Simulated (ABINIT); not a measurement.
Crystal: Ti.

```
Ti
1.0
     2.95000    0.00000    0.00000
    -1.47500    2.55477    0.00000
     0.00000    0.00000    4.68000
Ti
2
Direct
  0.66667 0.33333 0.75000
  0.33333 0.66667 0.25000
```

Base run:

```yaml
Program: ABINIT 10.8.3 (patched build)
Functional: SOGGA
Potentials_or_basis: JTH PAW PBE v2.0
Cutoff: 408 eV
k_mesh: 10 × 10 × 6
Occupations: fermi-dirac, width 0.05 eV
Spin: no spin polarisation
```

Its results: band gap on the k mesh none (metal or under the smearing width); pressure -5.7 GPa.

Problem. After a change of settings the same cell gave: band gap on the k mesh none (metal or under the smearing width); pressure -1.9 GPa. Which change was it?
A. functional from SOGGA to BP86
B. functional from SOGGA to AM05
C. functional from SOGGA to rPW86PBE
D. functional from SOGGA to PBEsol; k mesh from 10 × 10 × 6 to 13 × 13 × 8

Solution. A.

Caveats: the PAW data sets were made with another functional, which shifts forces and pressure a little.

Not every run made on this cell is shown here.
